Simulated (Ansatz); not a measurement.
# CdS (Hawleyite): the cost of one run

Program: Ansatz 0.2.0. Level of theory: DFT, PBE, plane-wave PAW, default files, scalar-relativistic, frozen cores, as far as a step names no other. These are calculated values, not measurements.

### Step 1. The system as given

It takes space group F-43m (No. 216, cubic). Conventional cell: a = 5.833 Å, b = 5.833 Å, c = 5.833 Å, α = 90.00°, β = 90.00°, γ = 90.00°. Around Cd (site symmetry -43m) lie 4 S at 2.53 Å. S (site symmetry -43m) has 4 Cd at 2.53 Å as nearest neighbours.

Structure file:

```cif
data_structure
_symmetry_space_group_name_H-M 'F-43m'
_symmetry_Int_Tables_number 216
_cell_length_a 5.8330
_cell_length_b 5.8330
_cell_length_c 5.8330
_cell_angle_alpha 90.000
_cell_angle_beta 90.000
_cell_angle_gamma 90.000
_cell_volume 198.46
loop_
_atom_site_label
_atom_site_type_symbol
_atom_site_symmetry_multiplicity
_atom_site_Wyckoff_symbol
_atom_site_fract_x
_atom_site_fract_y
_atom_site_fract_z
_atom_site_occupancy
Cd1 Cd 4 a 0.00000 0.00000 0.00000 1
S1 S 4 d 0.25000 0.25000 0.75000 1
```

The earlier run gave: gap on the mesh 1.15 eV, largest force 0.000 eV/Å, pressure 2.8 GPa.

The printed gradients, by site:

```tsv
site	atoms	first shell	V_zz (10²¹ V/m²)	η	C_Q (MHz)
Cd	1	4 S at 2.53 Å	0.00	–	–
S	2	4 Cd at 2.53 Å	0.00	–	0 (³³S)
```

Conventions: |V_zz| ≥ |V_yy| ≥ |V_xx|, η = (V_xx − V_yy)/V_zz, C_Q = eQV_zz/h. Nuclear quadrupole moments: year-2017 set (Pyykkö). A dash under C_Q marks elements without a common quadrupolar isotope.

### Step 2. Z stretched by +2 %, ions relaxed

Contents of input.yaml:

```yaml
crystal:
  lattice:
    - [0.0, 2.9165, 2.97483]
    - [2.9165, 0.0, 2.97483]
    - [2.9165, 2.9165, 0.0]
  atoms:
    - { symbol: Cd, position: [0.0, 0.0, 0.0] }
    - { symbol: S, position: [0.25, 0.25, 0.25] }
kpoints:
  mp_grid: { grid: [13, 13, 13] }
scf:
  occupations: { method: fermi_dirac, width: 0.02 }
hamiltonian:
  xc: pbe
  pseudopotentials: { kind: paw, frozen_core: stored }
output:
  forces: true
  stress: true
  populations: true
  efg: { quadrupole_moments_barn: { S: -0.0694 } }
relax:
  f_tol: 0.02
  max_steps: 60
```

Command:

```bash
> ansatz run input.yaml --threads 1 --pin off --max-ram 3072MiB --backend cpu --events-out ev --progress --plain --runs-dir out
```

Q: Estimate wall time and peak memory on 1 thread of Intel Xeon at 2.50GHz (Skylake/Cascade Lake), shared host.

About 36 s, with a peak of 0.52 GiB.
